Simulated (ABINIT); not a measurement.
# AgCl (Fm-3m): a self-consistent loop beyond G0W0, cycle by cycle, part 2 of 3

Wanted: G0W0 and self-consistent gaps of AgCl (Fm-3m), with the cost of the cycles.

ABINIT 10.8.3; PBE and many-body steps on it, plane waves. Known limits of the many-body steps: not at the basis limit; d shell near the gap, gap tends to lie low; no spin-orbit coupling; coarse k mesh.

So far. Step 5 (evGW0, cycle 1): Against G0W0 in ABINIT (4×4×4 mesh, 127 bands, screening to 163.3 eV, Godby-Needs plasmon pole), the gap moves by +0.301 eV. This first cycle still uses the starting levels; it takes the full correction, at all points of the mesh, and its linearised value is 2.163 eV. Step 6 (evGW0, cycle 2): Against the cycle before, the gap moves by −0.082 eV.

**7. evGW0, cycle 3**

Level of this step: evGW0 on PBE, plane waves, norm-conserving pseudopotentials (ABINIT).

run.abi

```
acell 3*1.0 Angstrom
rprim 
  0.000000000000 2.798500000000 2.798500000000
  2.798500000000 0.000000000000 2.798500000000
  2.798500000000 2.798500000000 -0.000000000000
ntypat 2
znucl 47 17
natom 2
typat 1 2
xred 
  0.000000000000 0.000000000000 0.000000000000
  0.500000000000 0.500000000000 0.500000000000
pp_dirpath "pseudos"
pseudos "Ag.upf, Cl.upf"
ecut 37
ngkpt 4 4 4
nshiftk 1
shiftk 0 0 0
kptopt 1
chksymbreak 0
istwfk *1
occopt 1
irdwfk 1
optdriver 4
nband 127
gwcalctyp 10
ecutsigx 37
symsigma 1
nkptgw 8
kptgw 
  0.0000000000 0.0000000000 0.0000000000
  0.2500000000 0.0000000000 0.0000000000
  0.5000000000 0.0000000000 0.0000000000
  0.2500000000 0.2500000000 0.0000000000
  0.5000000000 0.2500000000 0.0000000000
  -0.2500000000 0.2500000000 0.0000000000
  0.5000000000 0.5000000000 0.0000000000
  -0.2500000000 0.5000000000 0.2500000000
bdgw 
  6 21
  6 21
  6 21
  6 21
  6 21
  6 21
  6 21
  6 21
ecuteps 6
irdscr 1
ppmodel 1
irdqps 1
indata_prefix "in"
outdata_prefix "out"
tmpdata_prefix "tmp"
```

Started as:

```sh
OMP_NUM_THREADS=1 mpirun -n 4 abinit run.abi > log
```

What it wrote:

```text
.Version 10.8.3 of ABINIT. v10.8.2 released Aug 2026.

 Symmetries : space group Fm -3 m (#225); Bravais cF (face-center cubic)
[... echo of the input left out ...]
== DATASET  1 ==================================================================
-   mpi_nproc: 4, omp_nthreads: 1 (-1 if OMP is not activated)

--- !DatasetInfo
iteration_state: {dtset: 1, }
dimensions: {natom: 2, nkpt: 8, mband: 127, nsppol: 1, nspinor: 1, nspden: 1, mpw: 3218, }
cutoff_energies: {ecut:  37.0, pawecutdg:  -1.0, }
[...]
.  kptgw no:  3; Maximum DeltaE = (   0.000   0.000) for band index: 10
[...]
.  kptgw no:  7; Maximum DeltaE = (   0.001  -0.000) for band index: 16
.  kptgw no:  8; Maximum DeltaE = (   0.002  -0.000) for band index: 16

== END DATASET(S) ==============================================================
================================================================================

 -outvars: echo values of variables after computation  --------
           etotal      0.0000000000E+00
            nband         127
             nkpt           8
          spgroup         225
 [... the other variables as echoed above ...]

 Calculation completed.
```

The job ended after 2.6 min (4 MPI ranks of Arm Neoverse V1, shared host; peak memory 1.5 GiB).

Numbers from this step:

```yaml
quasiparticle_gap_on_the_mesh: 2.384 eV
gap_of_the_density_functional_on_the_mesh: 0.9214 eV
k_of_the_valence_top: 0.5, 0, 0
k_of_the_conduction_bottom: 0, 0, 0
least_direct_quasiparticle_gap_on_the_computed_points: 4.803 eV
```

Against the cycle before, the gap moves by +0.002 eV.

**8. Screening, 4×4×4 mesh, 127 bands, screening to 163.3 eV**

This step: RPA screening on PBE, plane waves, norm-conserving pseudopotentials.

run.abi

```
acell 3*1.0 Angstrom
rprim 
  0.000000000000 2.798500000000 2.798500000000
  2.798500000000 0.000000000000 2.798500000000
  2.798500000000 2.798500000000 -0.000000000000
ntypat 2
znucl 47 17
natom 2
typat 1 2
xred 
  0.000000000000 0.000000000000 0.000000000000
  0.500000000000 0.500000000000 0.500000000000
pp_dirpath "pseudos"
pseudos "Ag.upf, Cl.upf"
ecut 37
ngkpt 4 4 4
nshiftk 1
shiftk 0 0 0
kptopt 1
chksymbreak 0
istwfk *1
occopt 1
irdwfk 1
optdriver 3
nband 127
ecuteps 6
inclvkb 2
awtr 1
symchi 1
gwcalctyp 10
mbpt_sciss 1.713 eV
nqptdm 1
qptdm 
  0 0 0
indata_prefix "in"
outdata_prefix "out"
tmpdata_prefix "tmp"
```

What it wrote:

```text
.Version 10.8.3 of ABINIT. v10.8.2 released Aug 2026.

 Symmetries : space group Fm -3 m (#225); Bravais cF (face-center cubic)
[... echo of the input left out ...]
== DATASET  1 ==================================================================
-   mpi_nproc: 4, omp_nthreads: 1 (-1 if OMP is not activated)

--- !DatasetInfo
iteration_state: {dtset: 1, }
dimensions: {natom: 2, nkpt: 8, mband: 127, nsppol: 1, nspinor: 1, nspden: 1, mpw: 3218, }
cutoff_energies: {ecut:  37.0, pawecutdg:  -1.0, }
electrons: {nelect:   2.60000000E+01, charge:   0.00000000E+00, occopt:   1.00000000E+00, tsmear:   1.00000000E-02, }

 SCREENING: Calculation of the susceptibility and dielectric matrices

 Based on a program developped by R.W. Godby, V. Olevano, G. Onida, and L. Reining.
 Incorporated in ABINIT by V. Olevano, G.-M. Rignanese, and M. Torrent.
.Using double precision arithmetic ; gwpc =  8

[... cell and pseudopotentials left out ...]
--------------------------------------------------------------------------------

 ==== K-mesh for the wavefunctions ====
 Number of points in the irreducible wedge :     8
[... list of points left out ...]
 Together with 48 symmetry operations and time-reversal symmetry
 yields    64 points in the full Brillouin Zone.

 ==== Q-mesh for the screening function ====
 Number of points in the irreducible wedge :     8
[... list of points left out ...]
 Together with 48 symmetry operations and time-reversal symmetry
 yields    64 points in the full Brillouin Zone.

 setmesh: FFT mesh size selected  =    30x   30x   30
          total number of points  =        27000

 vcoul_init : cutoff-mode = AUXILIARY_FUNCTION
 q-points for optical limit:   1
     1)      0.000010    0.000020    0.000030

 Dielectric matrix will be calculated only for some
 selected q points provided by the user through the input variables
 nqptdm and qptdm

- screening: taking advantage of time-reversal symmetry
- Maximum band index for partially occupied states nbvw = 13
- Remaining bands to be divided among processors   nbcw = 114
- Number of bands treated by each node ~28

 rdqps: reading QP wavefunctions of the previous step
        looking for file in_QPS
 file not found, 1st iteration initialized with KS eigenelements

 screening : performing a first self-consistency
 update of the energies in W by a scissor operator
 applying a scissor operator of [eV] :   1.713

 Number of electrons calculated from density =   26.0000; Expected =   26.0000
 average of density, n =  0.087896
 r_s =    1.3952
 omega_plasma =   28.5984 [eV]

 calculating chi0 at frequencies [eV] :
  1    0.000000E+00    0.000000E+00
  2    0.000000E+00    2.859835E+01

--------------------------------------------------------------------------------
  q-point number  1        q = ( 0.000000, 0.000000, 0.000000) [r.l.u.]
--------------------------------------------------------------------------------
[... chi0 elements left out ...]
 For q-point:  0.000010 0.000020 0.000030
  dielectric constant =   4.2699
  dielectric constant without local fields =   4.6348

  Average fulfillment of the sum rule on Im[epsilon] for q-point    1 :     74.42  [%]
[... wings left out ...]
== END DATASET(S) ==============================================================
================================================================================

 -outvars: echo values of variables after computation  --------
           etotal      0.0000000000E+00
            nband         127
             nkpt           8
          spgroup         225
 [... the other variables as echoed above ...]

 Calculation completed.
```

The job ended after 7.4 s (4 MPI ranks; peak memory 0.84 GiB; 29 s of CPU time).

Numbers from this step:

| Property | Result |
| --- | --- |
| ε∞ with local fields, on this mesh, along the program's q direction | 4.270 |
| the same without local fields | 4.635 |
| plasma frequency | 28.60 eV |
| plane waves in the screening matrix | 181 |

This screening uses the functional's bands under a rigid shift, the mean opening of the cycle before.

**9. Screening, 4×4×4 mesh, 127 bands, screening to 163.3 eV**

This step: RPA screening on PBE from quasiparticle energies, plane waves, norm-conserving pseudopotentials.

run.abi, as its differences from that of step 8:

```diff
@@ -29,7 +29,13 @@
 symchi 1
+irdqps 1
 gwcalctyp 10
-mbpt_sciss 1.713 eV
-nqptdm 1
+nqptdm 7
 qptdm 
-  0 0 0
+  0.2500000000 0.0000000000 0.0000000000
+  0.5000000000 0.0000000000 0.0000000000
+  0.2500000000 0.2500000000 0.0000000000
+  0.5000000000 0.2500000000 0.0000000000
+  -0.2500000000 0.2500000000 0.0000000000
+  0.5000000000 0.5000000000 0.0000000000
+  -0.2500000000 0.5000000000 0.2500000000
 indata_prefix "in"
```

mrgscr.stdin

```
2
merged
q0_SCR
out_SCR
1
```

Started as:

```sh
OMP_NUM_THREADS=1 mpirun -n 4 abinit run.abi > log; mrgscr < mrgscr.stdin
```

What it wrote:

```text
.Version 10.8.3 of ABINIT. v10.8.2 released Aug 2026.

 Symmetries : space group Fm -3 m (#225); Bravais cF (face-center cubic)
[... echo of the input left out ...]
== DATASET  1 ==================================================================
-   mpi_nproc: 4, omp_nthreads: 1 (-1 if OMP is not activated)

--- !DatasetInfo
iteration_state: {dtset: 1, }
dimensions: {natom: 2, nkpt: 8, mband: 127, nsppol: 1, nspinor: 1, nspden: 1, mpw: 3218, }
cutoff_energies: {ecut:  37.0, pawecutdg:  -1.0, }
[...]
q-point number  1        q = ( 0.250000, 0.000000, 0.000000) [r.l.u.]
--------------------------------------------------------------------------------
[... chi0 elements left out ...]
  Average fulfillment of the sum rule on Im[epsilon] for q-point    2 :     88.08  [%]

--------------------------------------------------------------------------------
  q-point number  2        q = ( 0.500000, 0.000000, 0.000000) [r.l.u.]
--------------------------------------------------------------------------------
[... chi0 elements left out ...]
  Average fulfillment of the sum rule on Im[epsilon] for q-point    3 :     82.05  [%]

 [... 5 further q-points ...]
```

Elapsed: 33 s, on 4 MPI ranks; peak memory 0.93 GiB.

This step gave:

```yaml
plasma_frequency: 28.60 eV
plane_waves_in_the_screening_matrix: 181
```

This screening reads the quasiparticle levels of the cycle before.

**10. evGW, cycle 1**

This step: evGW on PBE, plane waves, norm-conserving pseudopotentials.

run.abi, as its differences from that of step 9:

```diff
@@ -23,12 +23,10 @@
 irdwfk 1
-optdriver 3
+optdriver 4
 nband 127
-ecuteps 6
-inclvkb 2
-awtr 1
-symchi 1
-irdqps 1
 gwcalctyp 10
-nqptdm 7
-qptdm 
+ecutsigx 37
+symsigma 1
+nkptgw 8
+kptgw 
+  0.0000000000 0.0000000000 0.0000000000
   0.2500000000 0.0000000000 0.0000000000
@@ -40,2 +38,15 @@
   -0.2500000000 0.5000000000 0.2500000000
+bdgw 
+  6 21
+  6 21
+  6 21
+  6 21
+  6 21
+  6 21
+  6 21
+  6 21
+ecuteps 6
+irdscr 1
+ppmodel 1
+irdqps 1
 indata_prefix "in"
```

Started as:

```sh
OMP_NUM_THREADS=1 mpirun -n 4 abinit run.abi > log
```

What it wrote:

```text
.Version 10.8.3 of ABINIT. v10.8.2 released Aug 2026.

 Symmetries : space group Fm -3 m (#225); Bravais cF (face-center cubic)
[... echo of the input left out ...]
== DATASET  1 ==================================================================
-   mpi_nproc: 4, omp_nthreads: 1 (-1 if OMP is not activated)

--- !DatasetInfo
iteration_state: {dtset: 1, }
dimensions: {natom: 2, nkpt: 8, mband: 127, nsppol: 1, nspinor: 1, nspden: 1, mpw: 3218, }
cutoff_energies: {ecut:  37.0, pawecutdg:  -1.0, }
[...]
.  kptgw no:  3; Maximum DeltaE = (   0.196  -0.000) for band index: 16
[...]
.  kptgw no:  7; Maximum DeltaE = (   0.285  -0.004) for band index:  5
.  kptgw no:  8; Maximum DeltaE = (   0.189  -0.000) for band index: 16

== END DATASET(S) ==============================================================
================================================================================

 -outvars: echo values of variables after computation  --------
           etotal      0.0000000000E+00
            nband         127
             nkpt           8
          spgroup         225
 [... the other variables as echoed above ...]

 Calculation completed.
```

Run time: 2.6 min. Hardware: 4 MPI ranks; peak memory 1.5 GiB; 11 min of CPU time.

Numbers from this step:

```
quasiparticle gap on the mesh                         : 2.770 eV
gap of the density functional on the mesh             : 0.9214 eV
k of the valence top                                  : 0.5, 0, 0
k of the conduction bottom                            : 0, 0, 0
least direct quasiparticle gap on the computed points : 5.184 eV
```

Against G0W0 in ABINIT (4×4×4 mesh, 127 bands, screening to 163.3 eV, Godby-Needs plasmon pole), the gap moves by +0.607 eV.

**11. Screening, 4×4×4 mesh, 127 bands, screening to 163.3 eV**

This step: RPA screening on PBE, plane waves, norm-conserving pseudopotentials.

run.abi

```
acell 3*1.0 Angstrom
rprim 
  0.000000000000 2.798500000000 2.798500000000
  2.798500000000 0.000000000000 2.798500000000
  2.798500000000 2.798500000000 -0.000000000000
ntypat 2
znucl 47 17
natom 2
typat 1 2
xred 
  0.000000000000 0.000000000000 0.000000000000
  0.500000000000 0.500000000000 0.500000000000
pp_dirpath "pseudos"
pseudos "Ag.upf, Cl.upf"
ecut 37
ngkpt 4 4 4
nshiftk 1
shiftk 0 0 0
kptopt 1
chksymbreak 0
istwfk *1
occopt 1
irdwfk 1
optdriver 3
nband 127
ecuteps 6
inclvkb 2
awtr 1
symchi 1
gwcalctyp 10
mbpt_sciss 2.144 eV
nqptdm 1
qptdm 
  0 0 0
indata_prefix "in"
outdata_prefix "out"
tmpdata_prefix "tmp"
```

What it wrote:

```text
.Version 10.8.3 of ABINIT. v10.8.2 released Aug 2026.

 Symmetries : space group Fm -3 m (#225); Bravais cF (face-center cubic)
[... echo of the input left out ...]
== DATASET  1 ==================================================================
-   mpi_nproc: 4, omp_nthreads: 1 (-1 if OMP is not activated)

--- !DatasetInfo
iteration_state: {dtset: 1, }
dimensions: {natom: 2, nkpt: 8, mband: 127, nsppol: 1, nspinor: 1, nspden: 1, mpw: 3218, }
cutoff_energies: {ecut:  37.0, pawecutdg:  -1.0, }
[...]
[... chi0 elements left out ...]
 For q-point:  0.000010 0.000020 0.000030
  dielectric constant =   4.1099
  dielectric constant without local fields =   4.4577

  Average fulfillment of the sum rule on Im[epsilon] for q-point    1 :     75.13  [%]
[... wings left out ...]
== END DATASET(S) ==============================================================
================================================================================

 -outvars: echo values of variables after computation  --------
           etotal      0.0000000000E+00
            nband         127
             nkpt           8
          spgroup         225
 [... the other variables as echoed above ...]

 Calculation completed.
```

Wall time 7.4 s (4 MPI ranks); peak memory 0.83 GiB.

Numbers from this step:

* ε∞ with local fields, on this mesh, along the program's q direction: 4.110
* the same without local fields: 4.458
* plasma frequency: 28.60 eV
* plane waves in the screening matrix: 181

This screening uses the functional's bands under a rigid shift, the mean opening of the cycle before.

**12. Screening, 4×4×4 mesh, 127 bands, screening to 163.3 eV**

This step: RPA screening on PBE from quasiparticle energies, plane waves, norm-conserving pseudopotentials.

run.abi, as its differences from that of step 11:

```diff
@@ -29,7 +29,13 @@
 symchi 1
+irdqps 1
 gwcalctyp 10
-mbpt_sciss 2.144 eV
-nqptdm 1
+nqptdm 7
 qptdm 
-  0 0 0
+  0.2500000000 0.0000000000 0.0000000000
+  0.5000000000 0.0000000000 0.0000000000
+  0.2500000000 0.2500000000 0.0000000000
+  0.5000000000 0.2500000000 0.0000000000
+  -0.2500000000 0.2500000000 0.0000000000
+  0.5000000000 0.5000000000 0.0000000000
+  -0.2500000000 0.5000000000 0.2500000000
 indata_prefix "in"
```

mrgscr.stdin is that of step 9.

Started as:

```sh
OMP_NUM_THREADS=1 mpirun -n 4 abinit run.abi > log; mrgscr < mrgscr.stdin
```

What it wrote:

```text
.Version 10.8.3 of ABINIT. v10.8.2 released Aug 2026.

 Symmetries : space group Fm -3 m (#225); Bravais cF (face-center cubic)
[... echo of the input left out ...]
== DATASET  1 ==================================================================
-   mpi_nproc: 4, omp_nthreads: 1 (-1 if OMP is not activated)

--- !DatasetInfo
iteration_state: {dtset: 1, }
dimensions: {natom: 2, nkpt: 8, mband: 127, nsppol: 1, nspinor: 1, nspden: 1, mpw: 3218, }
cutoff_energies: {ecut:  37.0, pawecutdg:  -1.0, }
[...]
q-point number  1        q = ( 0.250000, 0.000000, 0.000000) [r.l.u.]
--------------------------------------------------------------------------------
[... chi0 elements left out ...]
  Average fulfillment of the sum rule on Im[epsilon] for q-point    2 :     89.49  [%]

--------------------------------------------------------------------------------
  q-point number  2        q = ( 0.500000, 0.000000, 0.000000) [r.l.u.]
--------------------------------------------------------------------------------
[... chi0 elements left out ...]
  Average fulfillment of the sum rule on Im[epsilon] for q-point    3 :     83.01  [%]

 [... 5 further q-points ...]
```

Run time: 33 s. Hardware: 4 MPI ranks; peak memory 0.93 GiB.

Numbers from this step:

```yaml
plasma_frequency: 28.60 eV
plane_waves_in_the_screening_matrix: 181
```

This screening reads the quasiparticle levels of the cycle before.

**13. evGW, cycle 2**

This step: evGW on PBE, plane waves, norm-conserving pseudopotentials.

run.abi, as its differences from that of step 12:

```diff
@@ -23,12 +23,10 @@
 irdwfk 1
-optdriver 3
+optdriver 4
 nband 127
-ecuteps 6
-inclvkb 2
-awtr 1
-symchi 1
-irdqps 1
 gwcalctyp 10
-nqptdm 7
-qptdm 
+ecutsigx 37
+symsigma 1
+nkptgw 8
+kptgw 
+  0.0000000000 0.0000000000 0.0000000000
   0.2500000000 0.0000000000 0.0000000000
@@ -40,2 +38,15 @@
   -0.2500000000 0.5000000000 0.2500000000
+bdgw 
+  6 21
+  6 21
+  6 21
+  6 21
+  6 21
+  6 21
+  6 21
+  6 21
+ecuteps 6
+irdscr 1
+ppmodel 1
+irdqps 1
 indata_prefix "in"
```

Started as:

```sh
OMP_NUM_THREADS=1 mpirun -n 4 abinit run.abi > log
```

What it wrote:

```text
.Version 10.8.3 of ABINIT. v10.8.2 released Aug 2026.

 Symmetries : space group Fm -3 m (#225); Bravais cF (face-center cubic)
[... echo of the input left out ...]
== DATASET  1 ==================================================================
-   mpi_nproc: 4, omp_nthreads: 1 (-1 if OMP is not activated)

--- !DatasetInfo
iteration_state: {dtset: 1, }
dimensions: {natom: 2, nkpt: 8, mband: 127, nsppol: 1, nspinor: 1, nspden: 1, mpw: 3218, }
cutoff_energies: {ecut:  37.0, pawecutdg:  -1.0, }
[...]
.  kptgw no:  3; Maximum DeltaE = (   0.032  -0.000) for band index:  1
[...]
.  kptgw no:  7; Maximum DeltaE = (  -0.000   0.004) for band index:  6
.  kptgw no:  8; Maximum DeltaE = (   0.022  -0.010) for band index:  5

== END DATASET(S) ==============================================================
================================================================================

 -outvars: echo values of variables after computation  --------
           etotal      0.0000000000E+00
            nband         127
             nkpt           8
          spgroup         225
 [... the other variables as echoed above ...]

 Calculation completed.
```

Elapsed: 2.6 min, on 4 MPI ranks; peak memory 1.5 GiB.

Numbers from this step:

```
quasiparticle gap on the mesh                         : 2.839 eV
gap of the density functional on the mesh             : 0.9214 eV
k of the valence top                                  : 0.5, 0, 0
k of the conduction bottom                            : 0, 0, 0
least direct quasiparticle gap on the computed points : 5.249 eV
```

Against the cycle before, the gap moves by +0.069 eV.

**14. Screening, 4×4×4 mesh, 127 bands, screening to 163.3 eV**

This step: RPA screening on PBE, plane waves, norm-conserving pseudopotentials.

run.abi

```
acell 3*1.0 Angstrom
rprim 
  0.000000000000 2.798500000000 2.798500000000
  2.798500000000 0.000000000000 2.798500000000
  2.798500000000 2.798500000000 -0.000000000000
ntypat 2
znucl 47 17
natom 2
typat 1 2
xred 
  0.000000000000 0.000000000000 0.000000000000
  0.500000000000 0.500000000000 0.500000000000
pp_dirpath "pseudos"
pseudos "Ag.upf, Cl.upf"
ecut 37
ngkpt 4 4 4
nshiftk 1
shiftk 0 0 0
kptopt 1
chksymbreak 0
istwfk *1
occopt 1
irdwfk 1
optdriver 3
nband 127
ecuteps 6
inclvkb 2
awtr 1
symchi 1
gwcalctyp 10
mbpt_sciss 2.197 eV
nqptdm 1
qptdm 
  0 0 0
indata_prefix "in"
outdata_prefix "out"
tmpdata_prefix "tmp"
```

What it wrote:

```text
.Version 10.8.3 of ABINIT. v10.8.2 released Aug 2026.

 Symmetries : space group Fm -3 m (#225); Bravais cF (face-center cubic)
[... echo of the input left out ...]
== DATASET  1 ==================================================================
-   mpi_nproc: 4, omp_nthreads: 1 (-1 if OMP is not activated)

--- !DatasetInfo
iteration_state: {dtset: 1, }
dimensions: {natom: 2, nkpt: 8, mband: 127, nsppol: 1, nspinor: 1, nspden: 1, mpw: 3218, }
cutoff_energies: {ecut:  37.0, pawecutdg:  -1.0, }
[...]
[... chi0 elements left out ...]
 For q-point:  0.000010 0.000020 0.000030
  dielectric constant =   4.0914
  dielectric constant without local fields =   4.4373

  Average fulfillment of the sum rule on Im[epsilon] for q-point    1 :     75.22  [%]
[... wings left out ...]
== END DATASET(S) ==============================================================
================================================================================

 -outvars: echo values of variables after computation  --------
           etotal      0.0000000000E+00
            nband         127
             nkpt           8
          spgroup         225
 [... the other variables as echoed above ...]

 Calculation completed.
```

Run time: 7.4 s. Hardware: 4 MPI ranks; peak memory 0.83 GiB; 29 s of CPU time.

Numbers from this step:

```yaml
eps_infinity_with_local_fields_on_this_mesh_along_the_program_s_q_direction: 4.091
the_same_without_local_fields: 4.437
plasma_frequency: 28.60 eV
plane_waves_in_the_screening_matrix: 181
```

This screening uses the functional's bands under a rigid shift, the mean opening of the cycle before.

[end of part 2 of 3]

[Paths, hosts, dates, memory and timing lines, banners, echoed tables and standing remarks are left out of the program output.]

[Logs are printed without paths, hosts, clocks, repeated set-up lines and the standing remarks that a program may print on its own settings, such as how far it seeks lower states.]

[Runs of the session that timed out or met a known fault of the program may be left out.]

[Hosts, paths, dates, database ids (printed as entryN), source tags and the programs' standing remarks are cut or masked in the printed files.]

[G0W0 gaps are taken among the corrected bands and points alone; a level outside them can change the order at an edge.]

[Where Ansatz stands beside ABINIT at settings called matched, ABINIT's density can come from a denser mesh and the files from another edition; pairs whose starting gaps differed by over 0.03 eV were left out, so agreement reads better than it is.]
